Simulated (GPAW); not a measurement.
A run of GPAW 26.7.0 is set up as follows.

The input run.py:

```python
from ase import Atoms
from ase.eos import EquationOfState
from ase.io import Trajectory
from ase.units import GPa
from gpaw import GPAW, PW, setup_paths

setup_paths.insert(0, '.')

atoms = Atoms(['Ag', 'Cl'],
              cell=[[0.0, 2.735, 2.735],
                    [2.735, 0.0, 2.735],
                    [2.735, 2.735, 0.0]],
              scaled_positions=[[0.0, 0.0, 0.0],
                                [0.5, 0.5, 0.5]],
              pbc=True)

traj = Trajectory('eos.traj', 'w')
volumes, energies = [], []
for x in [0.94, 0.96, 0.98, 1.0, 1.02, 1.04, 1.06]:
    a = atoms.copy()
    a.set_cell(atoms.cell * x**(1 / 3), scale_atoms=True)
    calc = GPAW(mode=PW(600),
                xc='PBEsol',
                kpts={'size': (8, 8, 8), 'gamma': True},
                occupations={'name': 'fermi-dirac', 'width': 0.05},
                nbands=23,
                convergence={'density': 1e-05, 'energy': 1e-05},
                maxiter=150,
                txt=f'eos-{x:.2f}.txt')
    a.calc = calc
    energies.append(a.get_potential_energy(force_consistent=True))
    volumes.append(a.get_volume())
    p = -a.get_stress()[:3].mean() / GPa
    calc.write(f'eos-{x:.2f}.gpw')
    traj.write(a)
    print(f'{x:.2f} {volumes[-1]:10.4f} A^3 {energies[-1]:14.6f} eV {p:9.3f} GPa', flush=True)

v0, e0, B = EquationOfState(volumes, energies, eos='birchmurnaghan').fit()
print(f'V0 = {v0:.4f} A^3, E0 = {e0:.6f} eV, B0 = {B / GPa:.2f} GPa')
```

Potentials or basis: PAW data sets generated in the run's folder for this functional, pw.

The run is started by

```sh
$ gpaw-setup -f PBEsol Ag Cl
$ OMP_NUM_THREADS=1 python run.py
```

Problem. What does it give for the bulk modulus?

Solution. 56 GPa.

Problem. What does it give for the pressure derivative of the bulk modulus?

Solution. 5.3.

Problem. What does it give for the equilibrium volume?

Solution. 20.28 Å³/atom.

Energy against volume, from the lowest point:
| volume (Å³/atom) | energy (meV/atom) |
| --- | --- |
| 19.231 | 10.39 |
| 19.640 | 3.52 |
| 20.049 | 0.19 |
| 20.458 | 0.00 |
| 20.868 | 2.55 |
| 21.277 | 7.53 |
| 21.686 | 14.65 |
